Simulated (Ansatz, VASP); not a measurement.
In3As in VASP and in Ansatz

```
In As
1.0
    -3.06578    3.06578    3.06578
     3.06578   -3.06578    3.06578
     3.06578    3.06578   -3.06578
In As
3 1
Direct
  0.00000 0.50000 0.50000
  0.50000 0.00000 0.50000
  0.50000 0.50000 0.00000
  0.00000 0.00000 0.00000
```

Alike in both runs: task single point; functional PBE; k mesh 4 × 4 × 4; occupations gaussian, width 0.1 eV; no spin polarisation.

|  | VASP | Ansatz |
| --- | --- | --- |
| version | VASP 6.6.1 | Ansatz 0.2.0 |
| potentials or method | VASP PAW PBE potentials, release 64 (In_d, As) | scalar-relativistic, plane waves, PAW |
| plane-wave cutoff (eV) | 520 | 420 |
| valence electrons in the cell | 44 | 54 |

```csv
,VASP,Ansatz,Ansatz less VASP
gap on the k mesh at the Fermi level (eV),none,none,-
pressure (GPa),-3.0,-3.0,+0.01
```

A gap of «none» marks a metal or a gap that the smearing closes. The two sets of potentials don't hold the same shells in valence.

Caveats: the k mesh is coarse (spacing up to 0.36 Å⁻¹), so the values aren't converged.
